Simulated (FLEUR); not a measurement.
Runs of FLEUR MaX-R8.1 (later development tree) on C. It takes space group P6_3/mmc (No. 194, hexagonal). Conventional cell: a = 2.522 Å, b = 2.522 Å, c = 8.237 Å, α = 90.00°, β = 90.00°, γ = 120.00°. C (site symmetry 3m) has 4 C at 1.54 Å as nearest neighbours. C (site symmetry 3m) has 4 C at 1.54 Å as nearest neighbours. This is a hexagonal form of diamond, not graphite.

| task | level | gmax | muffin-tin radii | lmax | max iterations | mixing factor | kmax | gap on the mesh (eV) | V0 of scaled cells (Å³/atom) | B0 (GPa) |
| --- | --- | --- | --- | --- | --- | --- | --- | --- | --- | --- |
| band structure | PBEsol | 16.5 1/bohr | C 1.35 bohr | C 8 | 60 | 0.05 | 5.33 1/bohr | 4.27 | - | - |
| equation of state | LDA (Perdew-Zunger) | 16.6 1/bohr | C 1.31 bohr | C 8 | - | - | 5.34 1/bohr | - | 5.53 | (b) |
| band structure | PBE | 16.1 1/bohr | C 1.35 bohr | C 8 | 60 | 0.05 | 5.19 1/bohr | 4.42 | - | - |
| band structure | PBE | 25 1/bohr | C 1.35 bohr | C 7 | 60 | 0.05 | 5 1/bohr | 4.42 | - | - |
| band structure | PBE | 17.5 1/bohr | C 1.35 bohr | C 5 | 60 | 0.05 | 3.5 1/bohr | 4.41 | - | - |
| equation of state | PBE | 25 1/bohr | C 1.31 bohr | C 7 | - | - | 5 1/bohr | - | (a) | 434 |

Alike in all rows: potentials or basis all-electron, FLAPW; no spin polarisation; cell as given; k mesh 12 × 12 × 4; smearing fermi-dirac 0.05 eV.

Estimate the missing entries.

(a) 5.70; (b) 466.

Caveats: the cell was scaled at fixed shape and fractional positions, which overstates the stiffness of a crystal with free parameters, most of all of layers and chains (some runs); the plane-wave cutoff is short for the small spheres of the light atoms, so energies, forces and moduli aren't converged (some runs).

